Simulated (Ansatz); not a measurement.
Here is an Ansatz 0.2.0 calculation.

input.yaml

```yaml
crystal:
  lattice:
    - [-3.248897, 3.41447, 3.414021]
    - [3.248897, -3.41447, 3.414021]
    - [3.248897, 3.41447, -3.414021]
  atoms:
    - { symbol: Sn, position: [0.5, 0.0, 0.0] }
    - { symbol: Sn, position: [0.5, 0.5, 0.5] }
    - { symbol: Sn, position: [0.003599, 0.753599, 0.25] }
    - { symbol: Sn, position: [0.996401, 0.246401, 0.75] }
    - { symbol: O, position: [0.806496, 0.803774, 0.497278] }
    - { symbol: O, position: [0.806496, 0.309218, 0.002722] }
    - { symbol: O, position: [0.302435, 0.24594, 0.056495] }
    - { symbol: O, position: [0.689445, 0.24594, 0.443505] }
    - { symbol: O, position: [0.310555, 0.75406, 0.556495] }
    - { symbol: O, position: [0.193504, 0.690782, 0.997278] }
    - { symbol: O, position: [0.697565, 0.75406, 0.943505] }
    - { symbol: O, position: [0.193504, 0.196226, 0.502722] }
hamiltonian:
  xc: pbe
  pseudopotentials: { kind: paw }
kpoints:
  mp_grid: { grid: [6, 6, 6] }
scf:
  occupations: { method: gaussian, width: 0.014 }
output:
  forces: true
  stress: true
  eigenvalues: true
```

Potentials or basis: Ansatz PAW.

Command:

```bash
$ ansatz run input.yaml --threads 4 --pin off --max-ram 11264MiB --backend cpu --events-out ev --progress --plain --runs-dir out
```

Task: Estimate the largest force.

Result: 0.059 eV/Å.

Task: Predict the band gap on the k mesh.

Result: 0.63 eV.

Task: Estimate the pressure.

Result: -0.8 GPa.

Forces on the atoms (eV/Å):
```
Sn   0.000  0.000  0.000
Sn   0.000  0.000  0.000
Sn   0.000  0.000 -0.059
Sn   0.000  0.000  0.059
O    0.033  0.000  0.031
O   -0.033  0.000  0.031
O    0.000  0.032  0.033
O    0.000 -0.032  0.033
O    0.000  0.032 -0.033
O    0.033  0.000 -0.031
O    0.000 -0.032 -0.033
O   -0.033  0.000 -0.031
```

Caveat: the pressure holds a Pulay correction of +0.8 GPa for the finite cutoff; spin-orbit coupling is left out, which moves the levels of the heavy elements.
